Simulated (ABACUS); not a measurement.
Ti:

```
CELL_PARAMETERS angstrom
2.87085 0.00000 0.00000
1.43543 2.48623 0.00000
1.43543 0.82874 2.34404
ATOMIC_POSITIONS crystal
Ti 0.00000 0.00000 0.00000
```

This isn't the form of Ti at room conditions, which is hcp.

Base run:

```yaml
Program: ABACUS 3.10.1
Functional: LDA
Potentials_or_basis: SG15 ONCV 1.2 PBE
Cutoff: 1143 eV
Density_cutoff: 4572 eV
Basis: plane waves
k_mesh: 8 × 8 × 8
Occupations: fermi-dirac, width 0.05 eV
Spin: no spin polarisation
```

Its results: band gap on the k mesh none (metal or under the smearing width); pressure -4.4 GPa.

Task: After a change of settings the same cell gave: band gap on the k mesh none (metal or under the smearing width); pressure 2.6 GPa. Which change was it?
A. functional from LDA to r2SCAN
B. functional from LDA to PBEsol
C. functional from LDA to TPSS

Result: C.

Caveats: the potentials were made for another functional, which shifts forces and pressure.

Runs at the PBE level aren't shown here.
